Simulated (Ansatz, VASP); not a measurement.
**Al in VASP and in Ansatz**

```
CELL_PARAMETERS angstrom
0.00000 1.99240 1.99240
1.99240 0.00000 1.99240
1.99240 1.99240 0.00000
ATOMIC_POSITIONS crystal
Al 0.00000 0.00000 0.00000
```

Alike in both runs: task single point; functional PBE; k mesh 10 × 10 × 10; occupations fermi-dirac, width 0.02 eV; no spin polarisation.

```csv
,VASP,Ansatz
version,VASP 6.6.1,Ansatz 0.2.0
potentials or method,"VASP PAW PBE potentials, release 64 (Al)","plane waves, PAW"
plane-wave cutoff (eV),520,420
valence electrons in the cell,3,3
```

|  | VASP | Ansatz | Ansatz less VASP |
| --- | --- | --- | --- |
| pressure (GPa) | 2.9 | 3.0 | +0.04 |
